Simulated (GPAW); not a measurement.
The system is BP.

```
P B
1.0
     0.00000    2.26900    2.26900
     2.26900    0.00000    2.26900
     2.26900    2.26900    0.00000
P B
1 1
Direct
  0.25000 0.25000 0.25000
  0.00000 0.00000 0.00000
```

Base run:

| Quantity | Value |
| --- | --- |
| Program | GPAW 26.7.0 |
| Functional | r4SCAN |
| Potentials or basis | GPAW PAW data sets (gpaw-data 1.2.1) |
| Cutoff | 800 eV |
| Basis | pw |
| k mesh | 10 × 10 × 10 |
| Occupations | fermi-dirac, width 0.05 eV |
| Spin | no spin polarisation |

Its results: band gap on the k mesh 1.42 eV, indirect (least direct gap 3.65 eV); pressure -0.1 GPa.

**Question.** The run is repeated on the same cell with these changes: functional from r4SCAN to PBE; band points from 80 to 60. What comes out?

**Answer.** Band gap on the k mesh 1.24 eV, indirect (least direct gap 3.41 eV); pressure 1.4 GPa.

Caveats: the PAW data sets were made with another functional, which shifts forces and pressure a little (some runs).
